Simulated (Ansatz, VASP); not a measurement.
## Two plane-wave programs on TiB

The input INCAR:

```
SYSTEM = TiB
ALGO = Normal ; EDIFF = 1E-8
ENCUT = 520 ; GGA = CA
ISIF = 2 ; ISMEAR = -1
LASPH = .TRUE. ; LCHARG = .FALSE.
LEFG = .TRUE. ; LREAL = .FALSE.
LWAVE = .FALSE. ; NBANDS = 14
NELM = 80 ; PREC = Accurate
SIGMA = 0.05
```

KPOINTS

```
k-points
0
G
  13 13 13
  0 0 0
```

File POSCAR:

```
TiB
1.0
    0.0000000000      2.0581104144      2.0581104144
    2.0581104144      0.0000000000      2.0581104144
    2.0581104144      2.0581104144      0.0000000000
Ti B
1 1
Direct
    0.7500000000      0.7500000000      0.7500000000
    0.0000000000      0.0000000000      0.0000000000
```

Input for Ansatz:

```yaml
crystal:
  lattice:
    - [0.0, 2.0581104144, 2.0581104144]
    - [2.0581104144, 0.0, 2.0581104144]
    - [2.0581104144, 2.0581104144, 0.0]
  atoms:
    - { symbol: Ti, position: [0.75, 0.75, 0.75] }
    - { symbol: B, position: [0.0, 0.0, 0.0] }
kpoints:
  mp_grid: { grid: [13, 13, 13] }
scf:
  occupations: { method: fermi_dirac, width: 0.05 }
hamiltonian:
  xc: lda
  pseudopotentials: { kind: paw }
output:
  forces: true
  stress: true
  eigenvalues: true
  efg: { contact_densities: true }
```

Change from the starting cell: volume scaled by 0.94, PAW files.

Alike in both runs: task electric field gradients; functional LDA; k mesh 13 × 13 × 13; occupations fermi-dirac, width 0.05 eV; no spin polarisation.

|  | VASP | Ansatz |
| --- | --- | --- |
| version | VASP 6.6.1 | Ansatz 0.2.0 |
| potentials or method | VASP PAW LDA potentials, release 64 (Ti_sv, B) | PAW with Ansatz's default frozen-core files, scalar-relativistic |
| plane-wave cutoff (eV) | 520 | 420 |
| valence electrons in the cell | 15 | 15 |

Ansatz gave:

- pressure (GPa): 133.1
- Vzz of the field gradient on the site that differs most (V/Å²): 0.0

Which values does VASP return?

Pressure (GPa): 133.3; Vzz of the field gradient on the site that differs most (V/Å²): 0.0.

Caveats: the cell as given lies far from equilibrium; so large a pressure means that the cell lies far from this level's equilibrium, or that cutoff or potentials fall short (VASP).
